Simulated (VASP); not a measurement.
# PbS (P-6m2) in VASP: further runs, part 3 of 3

VASP 6.6.1.

## (6) Single point, PBE

The input, INCAR:

```
SYSTEM = PbS
PREC = Accurate
ENCUT = 500
EDIFF = 1E-6
ISMEAR = 0
SIGMA = 0.05
LREAL = .FALSE.
LASPH = .TRUE.
NELM = 100
ALGO = Normal
ISIF = 2
LWAVE = .FALSE.
LCHARG = .FALSE.
GGA = PE
NBANDS = 12
ADDGRID = .FALSE.
```

The input, KPOINTS:

```
Automatic mesh
0
G
  9 9 9
  0 0 0
```

The input, POSCAR:

```
PbS
1.0
    4.0896976867      0.0000000000      0.0000000000
   -2.0448488433      3.5417820905      0.0000000000
    0.0000000000      0.0000000000      3.7881670000
Pb S
1 1
Direct
    0.0512430000     -0.0024510000     -0.0244300000
    0.6810560000      0.3414810000      0.4970830000
```

Potentials or basis: VASP PAW PBE potentials, release 64 (Pb, S).

The run is started by

```console
> cat potpaw_PBE.64/Pb/POTCAR potpaw_PBE.64/S/POTCAR > POTCAR
> mpirun -np 1 vasp_std > vasp.out
```

OUTCAR:

```text
SYSTEM = PbS
   PREC = Accurate
   ENCUT = 500
   EDIFF = 1E-6
   ISMEAR = 0
   LREAL = .FALSE.
   LASPH = .TRUE.
   NELM = 100
   ISIF = 2
   GGA = PE

 Found    365 irreducible k-points:

 Following reciprocal coordinates:
            Coordinates               Weight
  0.000000  0.000000  0.000000      1.000000
  0.111111 -0.000000  0.000000      2.000000
  0.000000  0.111111  0.000000      2.000000
 -0.111111  0.111111  0.000000      2.000000
  0.222222  0.000000  0.000000      2.000000
  0.000000  0.222222  0.000000      2.000000
   k-points           NKPTS =    365   k-points in BZ     NKDIM =    365   number of bands    NBANDS=     12
   number of dos      NEDOS =    301   number of ions     NIONS =      2
   total plane-waves  NPLWV =  25200
   dimension x,y,z NGX =    30 NGY =   30 NGZ =   28
   dimension x,y,z NGXF=    60 NGYF=   60 NGZF=   56
   ions per type =               1   1
   NGX,Y,Z   is equivalent  to a cutoff of  12.19, 12.19, 12.29 a.u.
   NGXF,Y,Z  is equivalent  to a cutoff of  24.39, 24.39, 24.58 a.u.
 SYSTEM =  PbS
   PREC   = accura    normal or accurate (medium, high low for compatibility)
   ISTART =      0    job   : 0-new  1-cont  2-samecut
   ICHARG =      2    charge: 1-file 2-atom 10-const
   ISPIN  =      1    spin polarized calculation?
   LNONCOLLINEAR =      F non collinear calculations
   LSORBIT =      F    spin-orbit coupling
   LASPH  =      T    aspherical Exc in radial PAW
   ENCUT  =  500.0 eV  36.75 Ry    6.06 a.u.   7.46  7.46  6.91*2*pi/ulx,y,z
   NELM   =    100;   NELMIN=  2; NELMDL= -5     # of ELM steps
   EDIFF  = 0.1E-05   stopping-criterion for ELM
   LREAL  =      F    real-space projection
   EDIFFG = 0.1E-04   stopping-criterion for IOM
   NSW    =      0    number of steps for IOM
   IBRION =     -1    ionic relax: 0-MD 1-quasi-New 2-CG
   NFREE  =      0    steps in history (QN), initial steepest desc. (CG)
   ISIF   =      2    stress and relaxation
   ISYM   =      2    0-nonsym 1-usesym 2-fastsym
   POTIM  = 0.5000    time-step for ionic-motion
   TEBEG  =    0.0;   TEEND  =   0.0 temperature during run
   PSTRESS=    0.0 pullay stress
   NELECT =      10.0000    total number of electrons
   NUPDOWN=      -1.0000    fix difference up-down
   EMIN   =  10.00;   EMAX   =-10.00  energy-range for DOS
   EFERMI =   0.00;   METHOD = LEGACY
   ISMEAR =     0;   SIGMA  =   0.05  broadening in eV -4-tet -1-fermi 0-gaus
   EFERMI_NEDOS =   21; number of points for ismear=-14 and -15
   IALGO  =     38    algorithm
   IMIX   =      4    mixing-type and parameters
     AMIX     =   0.40;   BMIX     =  1.00
[... 24 lines left out ...]
  ---------------------------------------------------
  ext. energy  EPLUGINS =         0.00000000
  ---------------------------------------------------
  free energy    TOTEN  =        -8.53355966 eV

  energy without entropy =       -8.53338257  energy(sigma->0) =       -8.53347111

 E-fermi :   3.7756     XC(G=0):  -9.3419

 val. band max:        3.7735935867   @ k =  -0.3333  -0.3333   0.4444
 cond. band min:       3.9965997376   @ k =  -0.3333  -0.4444  -0.4444
 fundamental gap:      0.2230061508
 Fermi energy:         3.7756468379

 k-point     1 :       0.0000    0.0000    0.0000
  band No.  band energies     occupation
      1      -9.2842      2.00000
      2      -2.5353      2.00000
      3       1.7307      2.00000
      4       1.9354      2.00000
      5       2.4748      2.00000
      6       6.9389      0.00000
      7       7.8498      0.00000
      8       9.0615      0.00000
      9      10.5289      0.00000
     10      10.8974      0.00000
     11      14.3048      0.00000
     12      15.1610      0.00000
[... 61 lines left out ...]
 k-point     6 :       0.0000    0.2222    0.0000
  band No.  band energies     occupation
      1      -8.9259      2.00000
      2      -3.3602      2.00000
      3       1.7359      2.00000
      4       2.0833      2.00000
      5       2.3337      2.00000
      6       6.0691      0.00000
      7       8.2378      0.00000
      8       9.1324      0.00000
      9       9.8929      0.00000
     10      12.4554      0.00000
     11      14.3207      0.00000
     12      14.5772      0.00000

 [... further k-points ...]

------------------------ aborting loop because EDIFF is reached ----------------------------------------

  FORCE on cell =-STRESS in cart. coord.  units (eV):
  Direction    XX          YY          ZZ          XY          YZ          ZX
  --------------------------------------------------------------------------------------
  -------------------------------------------------------------------------------------
  Total       -0.0321793      0.0246565      0.0876918      0.0257938      0.0045573     -0.1242703
  in kB       -0.9396034      0.7199451      2.5605165      0.7531530      0.1330683     -3.6285712
  external PRESSURE =       0.7802861 kB  Pullay stress =       0.0000000 kB

 VOLUME and BASIS-vectors are now :
 -----------------------------------------------------------------------------
  energy-cutoff  :      500.00
  volume of cell :       54.87
      direct lattice vectors                 reciprocal lattice vectors
     4.089697687  0.000000000  0.000000000     0.244516851  0.141171870  0.000000000
    -2.044848843  3.541782090  0.000000000     0.000000000  0.282343740  0.000000000
     0.000000000  0.000000000  3.788167000     0.000000000  0.000000000  0.263979914

 POSITION                                       TOTAL-FORCE (eV/Angst)
 -----------------------------------------------------------------------------------
     -1.83027      3.53310      3.69562        -0.309584      0.063970     -0.059946
      2.08704      1.20945      1.88303         0.309584     -0.063970      0.059946
 -----------------------------------------------------------------------------------
    total drift:                                0.000007     -0.000015     -0.000155

  FREE ENERGIE OF THE ION-ELECTRON SYSTEM (eV)
  ---------------------------------------------------
  free  energy   TOTEN  =        -8.5335596563 eV

  energy  without entropy=       -8.5333825690  energy(sigma->0) =       -8.53347111
```

stdout:

```text
POSCAR found type information on POSCAR PbS
 POSCAR found :  2 types and       2 ions
 scaLAPACK will be used
 LDA part: xc-table for (Slater+PW92), standard interpolation
 POSCAR, INCAR and KPOINTS ok, starting setup
 FFT: planning ... GRIDC
 FFT: planning ... GRID_SOFT
 FFT: planning ... GRID
 WAVECAR not read
 entering main loop
```

Wall time 94 s (1 thread of Intel Xeon 6975P-C (Granite Rapids), shared host); peak memory 0.35 GiB.

The run converged, but some of its settings lie outside the range that counts as converged, so its numbers aren't taken as properties of the crystal.

Results:

```yaml
Free_energy: -8.5336 eV
Pressure: 0.1 GPa
Largest_force: 0.322 eV/Å
Band_gap_on_the_k_mesh: none (metal or under the smearing width)
```

## (7) Single point, PBE

INCAR: that of step 6 with these lines changed.

```diff
@@ -2,6 +2,6 @@
 PREC = Accurate
-ENCUT = 500
+ENCUT = 400
 EDIFF = 1E-6
 ISMEAR = 0
-SIGMA = 0.05
+SIGMA = 0.5
 LREAL = .FALSE.
```

The input, KPOINTS:

```
Automatic mesh
0
G
  5 5 4
  0 0 0
```

The input, POSCAR:

```
PbS
1.0
    4.0896976867      0.0000000000      0.0000000000
   -2.0448488433      3.5417820905      0.0000000000
    0.0000000000      0.0000000000      3.7881670000
Pb S
1 1
Direct
    0.0000000000      0.0000000000      0.0000000000
    0.6666666667      0.3333333333      0.5000000000
```

Potentials or basis: VASP PAW PBE potentials, release 64 (Pb, S).

The run is started by

```console
> cat potpaw_PBE.64/Pb/POTCAR potpaw_PBE.64/S/POTCAR > POTCAR
> mpirun -np 1 vasp_std > vasp.out
```

OUTCAR:

```text
SYSTEM = PbS
   PREC = Accurate
   ENCUT = 400
   EDIFF = 1E-6
   ISMEAR = 0
   LREAL = .FALSE.
   LASPH = .TRUE.
   NELM = 100
   ISIF = 2
   GGA = PE

 Found     15 irreducible k-points:

 Following reciprocal coordinates:
            Coordinates               Weight
  0.000000  0.000000  0.000000      1.000000
  0.200000  0.000000  0.000000      6.000000
  0.400000  0.000000  0.000000      6.000000
  0.200000  0.200000  0.000000      6.000000
  0.400000  0.200000  0.000000      6.000000
  0.000000  0.000000  0.250000      2.000000
   k-points           NKPTS =     15   k-points in BZ     NKDIM =     15   number of bands    NBANDS=     12
   number of dos      NEDOS =    301   number of ions     NIONS =      2
   total plane-waves  NPLWV =  21952
   dimension x,y,z NGX =    28 NGY =   28 NGZ =   28
   dimension x,y,z NGXF=    56 NGYF=   56 NGZF=   56
   ions per type =               1   1
   NGX,Y,Z   is equivalent  to a cutoff of  11.38, 11.38, 12.29 a.u.
   NGXF,Y,Z  is equivalent  to a cutoff of  22.76, 22.76, 24.58 a.u.
 SYSTEM =  PbS
   PREC   = accura    normal or accurate (medium, high low for compatibility)
   ISTART =      0    job   : 0-new  1-cont  2-samecut
   ICHARG =      2    charge: 1-file 2-atom 10-const
   ISPIN  =      1    spin polarized calculation?
   LNONCOLLINEAR =      F non collinear calculations
   LSORBIT =      F    spin-orbit coupling
   LASPH  =      T    aspherical Exc in radial PAW
[... 134 lines left out ...]
 k-point     6 :       0.0000    0.0000    0.2500
  band No.  band energies     occupation
      1      -8.8318      2.00000
      2      -3.7996      2.00000
      3       2.4228      1.99997
      4       2.4683      1.99994
      5       2.4683      1.99994
      6       7.2997      0.00000
      7       7.5880      0.00000
      8       7.5880      0.00000
      9      11.5578      0.00000
     10      12.0941      0.00000
     11      12.3340      0.00000
     12      12.3340      0.00000

 [... further k-points ...]

------------------------ aborting loop because EDIFF is reached ----------------------------------------

  FORCE on cell =-STRESS in cart. coord.  units (eV):
  Direction    XX          YY          ZZ          XY          YZ          ZX
  --------------------------------------------------------------------------------------
  -------------------------------------------------------------------------------------
  Total       -0.3813646     -0.3813646     -0.0072508     -0.0000000      0.0000000      0.0000000
  in kB      -11.1354764    -11.1354764     -0.2117151     -0.0000000      0.0000000      0.0000000
  external PRESSURE =      -7.4942226 kB  Pullay stress =       0.0000000 kB

 VOLUME and BASIS-vectors are now :
 -----------------------------------------------------------------------------
  energy-cutoff  :      400.00
  volume of cell :       54.87
      direct lattice vectors                 reciprocal lattice vectors
     4.089697687  0.000000000  0.000000000     0.244516851  0.141171870  0.000000000
    -2.044848843  3.541782090  0.000000000     0.000000000  0.282343740  0.000000000
     0.000000000  0.000000000  3.788167000     0.000000000  0.000000000  0.263979914

 POSITION                                       TOTAL-FORCE (eV/Angst)
 -----------------------------------------------------------------------------------
      0.00000      0.00000      0.00000        -0.000000      0.000000      0.000000
      2.04485      1.18059      1.89408         0.000000     -0.000000      0.000000
 -----------------------------------------------------------------------------------
    total drift:                               -0.000000      0.000000      0.000000

  FREE ENERGIE OF THE ION-ELECTRON SYSTEM (eV)
  ---------------------------------------------------
  free  energy   TOTEN  =        -8.5742744357 eV

  energy  without entropy=       -8.5373293194  energy(sigma->0) =       -8.55580188
```

stdout:

```text
POSCAR found type information on POSCAR PbS
 POSCAR found :  2 types and       2 ions
 scaLAPACK will be used
 LDA part: xc-table for (Slater+PW92), standard interpolation
 POSCAR, INCAR and KPOINTS ok, starting setup
 FFT: planning ... GRIDC
 FFT: planning ... GRID_SOFT
 FFT: planning ... GRID
 WAVECAR not read
 entering main loop
```

Wall time 4.9 s (1 thread of Intel Xeon 6975P-C (Granite Rapids), shared host); peak memory 0.15 GiB.

The run converged, but some of its settings lie outside the range that counts as converged, so its numbers aren't taken as properties of the crystal.

What came out:

```yaml
Free_energy: -8.5743 eV
Pressure: -0.7 GPa
Band_gap_on_the_k_mesh: 0.16 eV, indirect (least direct gap 0.88 eV)
```

Caveat: spin-orbit coupling is left out, which as a rule narrows the gap of such compounds by several tenths of an eV; an odd mesh through Γ misses points on the zone boundary, where band edges often lie.
